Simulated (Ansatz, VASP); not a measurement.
Si in VASP and in Ansatz

```xyz
2
Lattice="-2.3393 2.3393 1.3113 2.3393 -2.3393 1.3113 2.3393 2.3393 -1.3113" Properties=species:S:1:pos:R:3 pbc="T T T"
Si    0.0000    0.0000    1.3113
Si    2.3393    0.0000    0.6557
```

Change from the starting cell: volume scaled by 0.96.

Alike in both runs: task single point; functional LDA; k mesh 11 × 11 × 11; occupations fermi-dirac, width 0.05 eV; no spin polarisation.

|  | VASP | Ansatz |
| --- | --- | --- |
| version | VASP 6.6.1 | Ansatz 0.2.0 |
| potentials or method | VASP PAW LDA potentials, release 64 (Si), cutoff 520 eV | all-electron LAPW, scalar-relativistic |

VASP gave:

- gap on the k mesh at the Fermi level (eV): none
- pressure (GPa): 4.3
- largest component of the traceless stress (GPa): 1.71

Problem. What did Ansatz give for the same quantities?

Solution. gap on the k mesh at the Fermi level (eV): none; pressure (GPa): 4.2; largest component of the traceless stress (GPa): 1.66.

A gap of «none» marks a metal or a gap that the smearing closes. Ansatz ran all-electron here, so the differences hold the error of VASP's frozen core and of both bases.
